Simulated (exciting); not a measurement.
Here is an exciting (release sodium) calculation.

The input input.xml:

```xml
<input>
  <title>Y</title>
  <structure speciespath="./" tshift="false">
    <crystal scale="1">
      <basevect>0.000000000000 4.822564178161 4.822564178161</basevect>
      <basevect>4.822564178161 0.000000000000 4.822564178161</basevect>
      <basevect>4.822564178161 4.822564178161 0.000000000000</basevect>
    </crystal>
    <species speciesfile="Y.xml" rmt="2.3">
      <atom coord="0.000000000000 0.000000000000 0.000000000000"/>
    </species>
  </structure>
  <groundstate do="fromscratch" ngridk="9 9 9" rgkmax="9" gmaxvr="14" lmaxapw="10" lmaxmat="10" lmaxvr="8" stype="Gaussian" swidth="0.00073499" nempty="12" ValenceRelativity="iora*" epsengy="1e-05" epspot="1e-05" maxscl="60" tforce="true" outputlevel="low">
    <libxc exchange="XC_GGA_X_RPBE" correlation="XC_GGA_C_PBE"/>
  </groundstate>
</input>
```

Potentials or basis: all-electron LAPW+lo, shipped species files, valence relativity iora*.

Run with:

```console
$ OMP_NUM_THREADS=1 exciting_smp
```

**Question.** Estimate the band gap on the k mesh.

**Answer.** None (metal or under the smearing width).
